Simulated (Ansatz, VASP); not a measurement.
# Mg4Si in VASP and in Ansatz

```
CELL_PARAMETERS angstrom
3.18820 0.00000 0.00000
-1.59410 2.76106 0.00000
0.00000 0.00000 26.66270
ATOMIC_POSITIONS crystal
Mg 0.66667 0.33333 0.31880
Mg 0.33333 0.66667 0.41460
Mg 0.66667 0.33333 0.50915
Mg 0.33333 0.66667 0.60715
Si 0.00000 0.00000 0.68810
```

Alike in both runs: functional PBEsol; k mesh 9 × 9 × 1; occupations gaussian, width 0.1 eV; no spin polarisation.

Ansatz relaxed the structure, and its values are those at the end. VASP's run is a single point on that final structure, the one shown.

|  | VASP | Ansatz |
| --- | --- | --- |
| version | VASP 6.6.1 | Ansatz 0.2.0 |
| potentials or method | VASP PAW PBE potentials, release 64 (Mg, Si) | scalar-relativistic, plane waves, PAW |
| plane-wave cutoff (eV) | 520 | 420 |
| valence electrons in the cell | 12 | 44 |

|  | VASP | Ansatz | Ansatz less VASP |
| --- | --- | --- | --- |
| gap on the k mesh at the Fermi level (eV) | none | none | - |
| rms of the force components (eV/Å) | 0.019 | 0.020 | +0.0006 |
| work function, face that differs most (eV) | 4.90 | 4.94 | +0.039 |

A gap of «none» marks a metal or a gap that the smearing closes. With one functional, cell and mesh, what is left measures potentials, basis and numerics. The two sets of potentials don't hold the same shells in valence.

Caveats: the PAW data sets were made with another functional, which shifts forces and pressure a little (VASP).
